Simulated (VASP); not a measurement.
A run of VASP 6.6.1:

INCAR

```
SYSTEM = Ge
ALGO     = Normal         ! electronic algorithm
EDIFF    = 1E-6           ! SCF threshold, eV
EDIFFG   = -0.005         ! ionic threshold
ENCUT    = 600            ! plane-wave cutoff, eV
GGA      = 91             ! functional
IBRION   = 2              ! ionic algorithm
ISIF     = 3              ! what is computed and relaxed
ISMEAR   = -1             ! smearing method
LASPH    = .TRUE.         ! aspherical terms in the spheres
LCHARG   = .FALSE.        ! write CHGCAR
LREAL    = .FALSE.        ! projectors in reciprocal space
LWAVE    = .FALSE.        ! write WAVECAR
NELM     = 60             ! most SCF steps
NSW      = 40             ! ionic steps
PREC     = Accurate       ! precision mode
SIGMA    = 0.05           ! smearing width, eV
```

File KPOINTS:

```
k-points
0
G
  8 8 8
  0 0 0
```

POSCAR

```
Ge
1.0
    0.0000000000      2.8289100000      2.8289100000
    2.8289100000      0.0000000000      2.8289100000
    2.8289100000      2.8289100000      0.0000000000
Ge
2
Direct
    0.7500000000      0.7500000000      0.7500000000
    0.5000000000      0.5000000000      0.5000000000
```

Potentials or basis: VASP PAW PBE potentials, release 64 (Ge_d).

The run is started by

```bash
$ cat potpaw_PBE.64/Ge_d/POTCAR > POTCAR
$ mpirun -np 1 vasp_std > vasp.out
```

Hardware: 1 thread of Intel(R) Xeon(R) Platinum 8488C (Sapphire Rapids) (shared host).

Problem. Estimate the wall time of this run.

Solution. It took 61 s on 1 thread of Intel(R) Xeon(R) Platinum 8488C (Sapphire Rapids), on a shared host, peak memory 0.18 GiB. Counts: scf iterations 38, k points 29, ion steps 5.
